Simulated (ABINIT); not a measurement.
The system is KF (Carobbiite).

```xyz
2
Lattice="0.0000 2.6719 2.6719 2.6719 0.0000 2.6719 2.6719 2.6719 0.0000" Properties=species:S:1:pos:R:3 pbc="T T T"
K     0.0000    0.0000    0.0000
F     2.6719    2.6719    2.6719
```

Base run:

| Property | Result |
| --- | --- |
| Program | ABINIT 10.8.3 (patched build) |
| Functional | LDA |
| Potentials or basis | JTH PAW LDA v2.0 |
| Cutoff | 626 eV |
| k mesh | 9 × 9 × 9 |
| Occupations | fermi-dirac, width 0.05 eV |
| Spin | no spin polarisation |

Its results: band gap on the k mesh 5.79 eV, direct; pressure -3.4 GPa.

**Question.** The run is repeated on the same cell with these changes: functional from LDA to PBE; potentials or basis from JTH PAW LDA v2.0 to JTH PAW PBE v2.0. What comes out?

**Answer.** Band gap on the k mesh 6.17 eV, direct; pressure 1.5 GPa.
